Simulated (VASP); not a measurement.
Here is a VASP 6.6.1 calculation.

File INCAR:

```
PREC = Accurate
ENCUT = 600
EDIFF = 1E-7
ISMEAR = 0
SIGMA = 0.03
LREAL = False
LASPH = True
NELM = 80
ALGO = Normal
ISIF = 3
LWAVE = False
LCHARG = False
METAGGA = R2SCAN
LMIXTAU = True
IBRION = 2
NSW = 90
EDIFFG = -0.005
KPAR = 2
```

Contents of KPOINTS:

```
regular mesh
0
Gamma
  9 9 7
```

POSCAR

```
Al2O3                                   
1.0
    2.3774328728      1.3726115091      4.3256303498
   -2.3774328728      1.3726115091      4.3256303498
    0.0000000000     -2.7452230182      4.3256303498
  Al              O             
     4     6
Direct
     0.3518475380414189    0.3518475380414189    0.3518475380414189
     0.1481524619585811    0.1481524619585811    0.1481524619585811
     0.6481524619585812    0.6481524619585812    0.6481524619585812
     0.8518475380414188    0.8518475380414188    0.8518475380414188
     0.5562011770051388    0.9437988229948612    0.2500000000000000
     0.2500000000000000    0.5562011770051388    0.9437988229948612
     0.9437988229948612    0.2500000000000000    0.5562011770051388
     0.4437988229948612    0.0562011770051388    0.7500000000000000
     0.7500000000000000    0.4437988229948612    0.0562011770051388
     0.0562011770051388    0.7500000000000000    0.4437988229948612
```

Potentials or basis: VASP PAW PBE potentials, release 64 (Al, O).

Command:

```console
$ cat potpaw_PBE.64/Al/POTCAR potpaw_PBE.64/O/POTCAR > POTCAR
$ mpirun -np 2 vasp_std > vasp.out
```

(1) Estimate the space group after relaxing (to 0.05 Å).

(2) Estimate the band gap on the k mesh.

## Answers

(1) R-3c (No. 167).

(2) 7.20 eV, direct.

Caveat: an odd mesh through Γ misses points on the zone boundary, where band edges often lie.
